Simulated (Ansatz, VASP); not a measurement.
# One calculation of Mg, two programs

File INCAR:

```
SYSTEM = Mg
  PREC = Accurate
  ENCUT = 520
  EDIFF = 1E-8
  ISMEAR = -1
  SIGMA = 0.08
  LREAL = .FALSE.
  LASPH = .TRUE.
  NELM = 80
  ALGO = Normal
  ISIF = 2
  LWAVE = .FALSE.
  LCHARG = .FALSE.
  GGA = PS
  LEFG = .TRUE.
  NBANDS = 9
```

Contents of KPOINTS:

```
Automatic mesh
0
G
  12 12 7
  0 0 0
```

File POSCAR:

```
Mg
1.0
    3.2092715325      0.0000000000      0.0000000000
   -1.6046357662      2.7793106748      0.0000000000
    0.0000000000      0.0000000000      5.0540201000
Mg
2
Direct
    0.3333333333      0.6666666667      0.2500000000
    0.6666666667      0.3333333333      0.7500000000
```

Input for Ansatz:

```yaml
crystal:
  lattice:
    - [3.2092715325, 0.0, 0.0]
    - [-1.6046357662, 2.7793106748, 0.0]
    - [0.0, 0.0, 5.0540201]
  atoms:
    - { symbol: Mg, position: [0.3333333333, 0.6666666667, 0.25] }
    - { symbol: Mg, position: [0.6666666667, 0.3333333333, 0.75] }
kpoints:
  mp_grid: { grid: [12, 12, 7] }
scf:
  occupations: { method: fermi_dirac, width: 0.08 }
hamiltonian:
  xc: pbesol
  pseudopotentials: { kind: all_electron, datasets: crystal }
output:
  forces: true
  stress: true
  eigenvalues: true
  efg: { contact_densities: true }
```

Change from the starting cell: zz strain of -3 %, crystal datasets.

Alike in both runs: task electric field gradients; functional PBEsol; k mesh 12 × 12 × 7; occupations fermi-dirac, width 0.08 eV; no spin polarisation.

```csv
,VASP,Ansatz
version,VASP 6.6.1,Ansatz 0.2.0
potentials or method,"VASP PAW PBE potentials, release 64 (Mg)","all-electron PAW with datasets made for the crystal, scalar-relativistic"
plane-wave cutoff (eV),520,see its input
```

```tsv
	VASP	Ansatz	Ansatz less VASP
pressure (GPa)	-0.1	-0.1	+0.03
largest component of the traceless stress (GPa)	0.63	0.63	-0.004
Vzz of the field gradient on the site that differs most (V/Å²)	-0.6	-0.3	+0.31
```

Ansatz ran all-electron here, so the differences hold the error of VASP's frozen core and of both bases.

Caveats: the PAW data sets were made with another functional, which shifts forces and pressure a little (VASP).
